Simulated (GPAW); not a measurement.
# TiB in GPAW: the effect of functional

TiB:

```xyz
8
Lattice="6.1200 0.0000 0.0000 0.0000 3.0600 0.0000 0.0000 0.0000 4.5600" Properties=species:S:1:pos:R:3 pbc="T T T"
Ti    4.1432    0.7650    1.7191
Ti    1.9768    2.2950    2.8409
Ti    5.0368    2.2950    3.9991
Ti    1.0832    0.7650    0.5609
B     3.2375    0.7650    4.0903
B     2.8825    2.2950    0.4697
B     5.9425    2.2950    1.8103
B     0.1775    0.7650    2.7497
```

Alike in all runs:

```yaml
Program: GPAW 26.7.0
Task: band structure
Cutoff: 800 eV
Basis: pw
k_mesh: 3 × 6 × 4
Occupations: fermi-dirac, width 0.05 eV
Spin: no spin polarisation
```

Task: One run gave: pressure -1.4 GPa; largest force 0.27 eV/Å. Which functional did it use?
A. PBEsol
B. LDA
C. r2SCAN

Result: C.

```tsv
functional	potentials or basis	pressure (GPa)	largest force (eV/Å)
r2SCAN	GPAW PAW data sets (gpaw-data 1.2.1)	-1.4	0.27
PBEsol	PAW data sets generated in the run's folder for this functional	-5.4	0.27
LDA	the program's PAW data sets (release 1.2.1) made for this functional	-10.7	0.36
```

Caveats: the PAW data sets were made with another functional, which shifts forces and pressure a little (some runs).
